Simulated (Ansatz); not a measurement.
Wanted: the native input for an Ansatz 0.2.0 run.

```
Task                  : relaxation of cell and atoms
Functional            : PBE
Potentials or basis   : Ansatz PAW
Cutoff                : 420 eV (not typed: the program's choice for these potentials)
k mesh                : 8 × 8 × 8
Occupations           : fermi-dirac, width 0.05 eV
Spin                  : collinear spin, ferromagnetic start
Starting moments      : [1.0, 1.0, 1.0, 0.0] μB
Target pressure       : 2 GPa
Target pressure (GPa) : 2
```

The system is SiNi3.

```
Ni Si
1.0
     3.54200    0.00000    0.00000
     0.00000    3.54200    0.00000
     0.00000    0.00000    3.54200
Ni Si
3 1
Cartesian
  1.7710 1.7710 0.0000
  1.7710 0.0000 1.7710
  0.0000 1.7710 1.7710
  0.0000 0.0000 0.0000
```

The input as run:

input.yaml

```yaml
crystal:
  lattice:
    - [3.542, 0.0, 0.0]
    - [0.0, 3.542, 0.0]
    - [0.0, 0.0, 3.542]
  atoms:
    - { symbol: Ni, position: [0.5, 0.5, 0.0], spin: 1.0 }
    - { symbol: Ni, position: [0.5, 0.0, 0.5], spin: 1.0 }
    - { symbol: Ni, position: [0.0, 0.5, 0.5], spin: 1.0 }
    - { symbol: Si, position: [0.0, 0.0, 0.0] }
hamiltonian:
  xc: pbe
  pseudopotentials: { kind: paw }
magnetization:
  spin_polarized: true
kpoints:
  mp_grid: { grid: [8, 8, 8] }
scf:
  occupations: { method: fermi_dirac, width: 0.05 }
output:
  forces: true
  stress: true
  eigenvalues: true
relax:
  f_tol: 0.01
  max_steps: 40
  cell: { stress_tol: 0.05, p_target: 2.0 }
```

Potentials or basis: Ansatz PAW.

Launch:

```console
$ ansatz run input.yaml --threads 2 --pin off --max-ram 5632MiB --backend cpu --events-out ev --progress --plain --runs-dir out
```

Results of the run:

```yaml
Relaxed_volume: 10.68 Å³/atom
Relaxed_cell: a = 3.496 Å, b = 3.496 Å, c = 3.496 Å, α = 90.00°, β = 90.00°, γ = 90.00°
Space_group_after_relaxing_to_0.05_Å: Pm-3m (No. 221)
Energy_change_on_relaxing_the_enthalpy_is_what_falls: -5.8 meV/atom
Ionic_steps: 5
Pressure_after_relaxing: 2.0 GPa
Band_gap_on_the_k_mesh: none (metal or under the smearing width)
Net_moment: 0.00 μB per cell
Absolute_moment: 0.00 μB per cell
```

Caveat: the plane-wave basis is chosen anew once the cell has moved, so the energies of steps on either side of that aren't comparable; the starting moments weren't kept.

It took 20 s on 2 threads of Arm Neoverse V2, with other jobs on the host, peak memory 0.39 GiB.
